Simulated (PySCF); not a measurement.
# Basis-set dependence of population analyses: norbornene

Norbornene, C7H10.
Structure used (PBE0-D3(BJ)/def2-SVP), in Å, numbered top down from 1:
```
atom  x, y, z in Å
C1     1.428    0.417   -0.538
C2     0.766    1.401    0.088
C3    -0.379    0.764    0.846
C4    -1.398    0.293   -0.233
C5    -0.634   -0.844   -0.956
C6     0.727   -0.882   -0.201
C7     0.260   -0.579    1.231
H8     2.242    0.522   -1.258
H9     0.929    2.476   -0.015
H10   -0.820    1.363    1.654
H11   -1.690    1.112   -0.905
H12   -2.316   -0.083    0.246
H13   -1.156   -1.808   -0.852
H14   -0.500   -0.658   -2.031
H15    1.307   -1.802   -0.359
H16    1.095   -0.468    1.938
H17   -0.463   -1.314    1.621
```

PBE0 throughout (PySCF), one geometry, spherical d and f functions. Isolated species at its PBE0-D3(BJ)/def2-SVP geometry, gas phase. Atoms taken as equivalent share a column and are averaged. The first 7 of 10 kinds of atom are listed.

Mulliken charges (e):

| basis | functions | C1/C2 | C3/C6 | C4/C5 | C7 | H8/H9 | H10/H15 | H11/H14 |
| --- | --- | --- | --- | --- | --- | --- | --- | --- |
| STO-3G | 45 | -0.096 | -0.067 | -0.144 | -0.135 | +0.078 | +0.075 | +0.075 |
| pcSseg-0 | 83 | -0.087 | -0.669 | -0.351 | -0.260 | +0.236 | +0.254 | +0.246 |
| 6-31G | 83 | -0.104 | -0.278 | -0.296 | -0.273 | +0.164 | +0.155 | +0.166 |
| 6-31G* | 118 | -0.134 | -0.213 | -0.325 | -0.312 | +0.162 | +0.158 | +0.172 |
| cc-pVDZ | 148 | +0.014 | -0.132 | +0.009 | +0.071 | -0.005 | -0.012 | +0.031 |
| def2-SVP | 148 | -0.014 | -0.204 | +0.038 | +0.053 | +0.021 | +0.026 | +0.033 |
| pcSseg-1 | 169 | -0.059 | -0.309 | -0.145 | -0.074 | +0.087 | +0.099 | +0.123 |
| 6-311+G(2d,p) | 249 | -0.151 | +0.038 | -0.290 | -0.344 | +0.103 | +0.089 | +0.126 |
| aug-cc-pVDZ | 251 | +0.489 | +0.454 | +0.619 | +1.046 | -0.497 | -0.525 | -0.341 |
| def2-TZVP | 277 | -0.219 | +0.035 | -0.225 | -0.215 | +0.115 | +0.097 | +0.100 |

IAO charges (e):

```tsv
basis	functions	C1/C2	C3/C6	C4/C5	C7	H8/H9	H10/H15	H11/H14
STO-3G	45	-0.145	-0.130	-0.256	-0.244	+0.132	+0.131	+0.130
pcSseg-0	83	-0.164	-0.142	-0.276	-0.255	+0.148	+0.143	+0.141
6-31G	83	-0.170	-0.123	-0.275	-0.260	+0.148	+0.138	+0.139
6-31G*	118	-0.165	-0.114	-0.261	-0.244	+0.142	+0.130	+0.132
cc-pVDZ	148	-0.168	-0.114	-0.263	-0.246	+0.145	+0.131	+0.133
def2-SVP	148	-0.163	-0.114	-0.257	-0.239	+0.141	+0.128	+0.130
pcSseg-1	169	-0.169	-0.117	-0.263	-0.245	+0.146	+0.132	+0.134
6-311+G(2d,p)	249	-0.173	-0.117	-0.270	-0.253	+0.149	+0.135	+0.137
aug-cc-pVDZ	251	-0.173	-0.116	-0.269	-0.252	+0.149	+0.134	+0.136
def2-TZVP	277	-0.172	-0.117	-0.270	-0.253	+0.149	+0.135	+0.137
```

Hirshfeld charges (e):

```json
{"basis": "STO-3G", "functions": "45", "C1/C2": "-0.052", "C3/C6": "+0.007", "C4/C5": "-0.021", "C7": "-0.020", "H8/H9": "+0.028", "H10/H15": "+0.014", "H11/H14": "+0.011"}
{"basis": "pcSseg-0", "functions": "83", "C1/C2": "-0.053", "C3/C6": "-0.015", "C4/C5": "-0.062", "C7": "-0.064", "H8/H9": "+0.045", "H10/H15": "+0.033", "H11/H14": "+0.027"}
{"basis": "6-31G", "functions": "83", "C1/C2": "-0.058", "C3/C6": "-0.018", "C4/C5": "-0.061", "C7": "-0.062", "H8/H9": "+0.046", "H10/H15": "+0.035", "H11/H14": "+0.028"}
{"basis": "6-31G*", "functions": "118", "C1/C2": "-0.057", "C3/C6": "-0.020", "C4/C5": "-0.061", "C7": "-0.062", "H8/H9": "+0.046", "H10/H15": "+0.034", "H11/H14": "+0.029"}
{"basis": "cc-pVDZ", "functions": "148", "C1/C2": "-0.053", "C3/C6": "-0.023", "C4/C5": "-0.066", "C7": "-0.067", "H8/H9": "+0.045", "H10/H15": "+0.036", "H11/H14": "+0.030"}
{"basis": "def2-SVP", "functions": "148", "C1/C2": "-0.053", "C3/C6": "-0.024", "C4/C5": "-0.068", "C7": "-0.069", "H8/H9": "+0.046", "H10/H15": "+0.036", "H11/H14": "+0.031"}
{"basis": "pcSseg-1", "functions": "169", "C1/C2": "-0.053", "C3/C6": "-0.028", "C4/C5": "-0.070", "C7": "-0.072", "H8/H9": "+0.047", "H10/H15": "+0.039", "H11/H14": "+0.033"}
{"basis": "6-311+G(2d,p)", "functions": "249", "C1/C2": "-0.057", "C3/C6": "-0.037", "C4/C5": "-0.073", "C7": "-0.075", "H8/H9": "+0.050", "H10/H15": "+0.043", "H11/H14": "+0.036"}
{"basis": "aug-cc-pVDZ", "functions": "251", "C1/C2": "-0.057", "C3/C6": "-0.038", "C4/C5": "-0.078", "C7": "-0.079", "H8/H9": "+0.051", "H10/H15": "+0.044", "H11/H14": "+0.038"}
{"basis": "def2-TZVP", "functions": "277", "C1/C2": "-0.056", "C3/C6": "-0.035", "C4/C5": "-0.074", "C7": "-0.076", "H8/H9": "+0.049", "H10/H15": "+0.042", "H11/H14": "+0.036"}
```

ESP-fitted charges (e):

```csv
basis,functions,C1/C2,C3/C6,C4/C5,C7,H8/H9,H10/H15,H11/H14
STO-3G,45,-0.120,+0.077,-0.158,-0.327,+0.080,+0.033,+0.070
pcSseg-0,83,-0.228,+0.122,-0.188,-0.458,+0.152,+0.049,+0.087
6-31G,83,-0.221,+0.115,-0.147,-0.359,+0.142,+0.041,+0.069
6-31G*,118,-0.215,+0.138,-0.160,-0.375,+0.137,+0.033,+0.070
cc-pVDZ,148,-0.220,+0.155,-0.136,-0.345,+0.132,+0.022,+0.058
def2-SVP,148,-0.221,+0.149,-0.128,-0.343,+0.133,+0.024,+0.056
pcSseg-1,169,-0.245,+0.166,-0.143,-0.375,+0.147,+0.026,+0.062
"6-311+G(2d,p)",249,-0.254,+0.190,-0.157,-0.398,+0.148,+0.022,+0.066
aug-cc-pVDZ,251,-0.249,+0.180,-0.148,-0.378,+0.145,+0.023,+0.064
def2-TZVP,277,-0.249,+0.188,-0.153,-0.388,+0.145,+0.020,+0.065
```

Some averages cover members that differ in this geometry, most widely: C4/C5, ESP-fitted in 6-311+G(2d,p) -0.172 to -0.141; C4/C5, ESP-fitted in aug-cc-pVDZ -0.163 to -0.133; C4/C5, ESP-fitted in def2-TZVP -0.167 to -0.138; C4/C5, ESP-fitted in pcSseg-1 -0.157 to -0.128 e.

Which scheme is steadiest as the basis changes?

Largest range over the bases for any column: IAO 0.03 e, Hirshfeld 0.06 e, ESP-fitted 0.13 e, Mulliken 1.39 e. IAO charges move least and Mulliken charges most, counted in e. Without the minimal STO-3G basis the ranges are IAO 0.03, Hirshfeld 0.02, ESP-fitted 0.11, Mulliken 1.39 e.

How much do the charges still move between the two largest bases, aug-cc-pVDZ and def2-TZVP?

At most, over all atoms: Mulliken 1.261 e, IAO 0.001 e, Hirshfeld 0.004 e, ESP-fitted 0.010 e.

What do the same runs give for the total energy, the frontier levels and the dipole moment?

```csv
basis,energy (Eh),HOMO (eV),LUMO (eV),μ (D)
STO-3G,-269.1805,-4.96,3.77,0.30
pcSseg-0,-271.8038,-6.98,0.56,0.36
6-31G,-272.3351,-6.59,0.91,0.32
6-31G*,-272.3996,-6.54,0.89,0.26
cc-pVDZ,-272.4210,-6.71,0.63,0.30
def2-SVP,-272.2111,-6.79,0.56,0.32
pcSseg-1,-272.3658,-6.85,0.43,0.36
"6-311+G(2d,p)",-272.4738,-6.80,0.23,0.37
aug-cc-pVDZ,-272.4327,-6.79,-0.03,0.38
def2-TZVP,-272.4941,-6.79,0.38,0.35
```

The dipole is fixed by the density alone, so its range of 0.12 D shows that the density itself changes with the basis, not only its division among atoms.
